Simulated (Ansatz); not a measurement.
**AlNi in Ansatz: the effect of functional**

AlNi:

```
Ni Al
1.0
     2.82219    0.00000    0.00000
     0.00000    2.82219    0.00000
     0.00000    0.00000    2.82219
Ni Al
1 1
Direct
  0.50000 0.50000 0.50000
  0.00000 0.00000 0.00000
```

The cell isn't the ideal one: volume scaled by 0.94.

Alike in all runs:

```yaml
Program: Ansatz 0.2.0
Task: single point
Potentials_or_basis: Ansatz PAW
k_mesh: 9 × 9 × 9
Occupations: fermi-dirac, width 0.05 eV
Spin: collinear spin, ferromagnetic start
Starting_moments: "[1.0, 0.0] μB"
```

Task: One run gave: pressure 8.3 GPa. Which functional did it use?
A. r2SCAN
B. LDA
C. PBE

Result: A.

| functional | cutoff | pressure (GPa) |
| --- | --- | --- |
| LDA | 420 eV (not typed: the program's choice for these potentials) | 2.0 |
| r2SCAN | 500 eV (not typed: the program's choice for these potentials) | 8.3 |
| PBE | 420 eV (not typed: the program's choice for these potentials) | 13.8 |

Caveats: the starting moments weren't kept; the PAW data sets come from PBE, with cores solved anew for the run's functional, which leaves a small shift of forces and pressure (some runs); the magnetic or orbital state may not be the lowest (some runs).
